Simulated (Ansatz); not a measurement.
SrTe in the rocksalt structure at its r2SCAN geometry, run in the plane-wave code Ansatz at 3 levels of theory. Calculated for a static, non-magnetic cell.

The PBE+SOC input:
```yaml
crystal:
  lattice:
    - [0.0, 3.3527582064, 3.3527582064]
    - [3.3527582064, 0.0, 3.3527582064]
    - [3.3527582064, 3.3527582064, 0.0]
  atoms:
    - { symbol: Sr, position: [0.0, 0.0, 0.0] }
    - { symbol: Te, position: [0.5, 0.5, 0.5] }
kpoints:
  mp_grid: { grid: [6, 6, 6] }
  band_path:
    path:
      - [0.0, 0.0, 0.0]
      - [0.5, 0.0, 0.5]
      - [0.625, 0.25, 0.625]
      - [0.375, 0.375, 0.75]
      - [0.5, 0.5, 0.5]
      - [0.5, 0.25, 0.75]
    npoints: 1
hamiltonian:
  xc: pbe
scf:
  occupations: { method: fixed }
  n_extra_bands: 8
magnetization:
  noncollinear: true
  spin_orbit: true
output:
  forces: true
  stress: true
  eigenvalues: true
```

Main results, then, where recorded, the levels near the gap in eV from the Fermi energy (columns number the bands from 0), one row a point of the path (Γ, X, U, K, L, W):
```
Crystal: 2 atoms, lattice volume = 75.377 Å³
Symmetry: 48 space group operations + 48 with time reversal
Magnetic group: BNS 225.117 (UNI 1619)
```
```
Basis set: ecut = 420 eV, 1459 PW (Γ)
k-points: 16 of 216
SCF converged after 7 iterations
Free energy (F): -10530.996313 eV
Fermi energy:    6.764997 eV
--- Stress (GPa, compression-positive) ---
        0.200379       0.000000       0.000000
        0.000000       0.200379       0.000000
        0.000000       0.000000       0.200379
  P = ⅓ Tr σ = 0.2004 GPa (2.004 kbar)
```
```tsv
band_20	band_21	band_22	band_23	band_24	band_25	band_26	band_27	band_28	band_29	band_30	band_31
-0.865	-0.865	0.000	0.000	0.000	0.000	2.502	2.502	3.028	3.028	3.028	3.028
-2.278	-2.278	-1.210	-1.210	-0.754	-0.754	1.493	1.493	3.574	3.574	4.553	4.553
-2.242	-2.242	-1.845	-1.845	-1.140	-1.140	2.558	2.558	4.602	4.602	5.223	5.223
-2.242	-2.242	-1.845	-1.845	-1.140	-1.140	2.558	2.558	4.602	4.602	5.223	5.223
-3.082	-3.082	-1.526	-1.526	-1.132	-1.132	3.581	3.581	4.858	4.858	5.063	5.063
-2.159	-2.159	-1.660	-1.660	-1.577	-1.577	3.607	3.607	3.713	3.713	4.172	4.172
```

PBE+SOC gives an indirect gap of 1.49 eV, from Γ to X; the least direct gap is 2.25 eV at X.

Problem. Another run on the same cell gave
```
Basis set: ecut = 500 eV, 1917 PW (Γ)
k-points: 16 of 216
SCF converged after 6 iterations
Free energy (F): -10554.025884 eV
Fermi energy:    6.261699 eV
--- Stress (GPa, compression-positive) ---
        0.011659       0.000000       0.000000
        0.000000       0.011659       0.000000
        0.000000       0.000000       0.011659
  P = ⅓ Tr σ = 0.0117 GPa (0.117 kbar)
```
```tsv
band_10	band_11	band_12	band_13	band_14	band_15
0.000	0.000	0.000	3.523	3.773	3.773
-1.962	-0.738	-0.738	2.170	4.529	5.373
-1.758	-1.688	-0.931	3.282	5.518	6.063
-1.758	-1.688	-0.931	3.282	5.518	6.063
-2.750	-1.052	-1.052	4.368	5.740	5.917
-1.543	-1.543	-1.456	4.415	4.415	5.063
```
Which level of theory and mesh gave it?

Solution. It is r2SCAN, on 6×6×6; the blocks that differ from the first input, but for the band path:
```yaml
hamiltonian:
  xc: r2scan
scf:
  occupations: { method: fixed }
  n_extra_bands: 4
```
(magnetization left out)
With r2SCAN the valence top lies at Γ and the conduction bottom at X, 2.17 eV higher; the smallest vertical gap, at X, is 2.91 eV. The mean stress is close to zero (0.01 GPa).

Problem. In the first input these blocks are replaced (the band path and keys that only write files left aside):
```yaml
kpoints:
  mp_grid: { grid: [4, 4, 4] }
hamiltonian:
  xc: hse06
scf:
  occupations: { method: fixed }
  n_extra_bands: 4
```
(magnetization left out)
What comes out?

Solution.
```
Basis set: ecut = 420 eV, 1459 PW (Γ)
k-points: 8 of 64
Exchange kernel: α = 0.2500, screened, ω = 0.2079 Å⁻¹, Wigner–Seitz truncation, v(0) = 1042.0028 eV·Å³, q-mesh 4×4×4
hybrid outer 1: dexx = +4.580e-3 eV, tail = 5.39e-5 eV
hybrid outer 2: dexx = +1.191e-7 eV, tail = 1.03e-8 eV, Δε = 2.68e-3 eV
hybrid SCF converged: 2 outer / 10 inner (+2 warm-up)
Free energy (F): -10535.003548 eV
Fermi energy:    5.998135 eV
--- Stress (GPa, compression-positive) ---
       -0.095130       0.000000       0.000000
        0.000000      -0.095130       0.000000
        0.000000       0.000000      -0.095130
  P = ⅓ Tr σ = -0.0951 GPa (-0.951 kbar)
```
```tsv
band_10	band_11	band_12	band_13	band_14	band_15
0.000	0.000	0.000	3.606	4.197	4.197
-2.142	-0.803	-0.803	2.492	4.680	5.859
-1.914	-1.830	-1.000	3.627	5.790	6.566
-1.914	-1.830	-1.000	3.627	5.790	6.566
-2.991	-1.116	-1.116	4.588	6.223	6.470
-1.675	-1.675	-1.573	4.831	4.831	5.353
```
With HSE06 the valence top lies at Γ and the conduction bottom at X, 2.49 eV higher; the smallest vertical gap, at X, is 3.30 eV. The mean stress, -0.1 GPa, is small, and the program warns that its thresholds are loose for a hybrid's stress.

The hybrids run on coarser meshes, which limits their stresses and small splittings of levels.

Totals of different functionals, or with and without spin-orbit coupling, can't be compared.

Only the levels marked +SOC include spin-orbit coupling.

The meshes of the hybrids are coarse, so their gaps aren't converged to the digits shown.
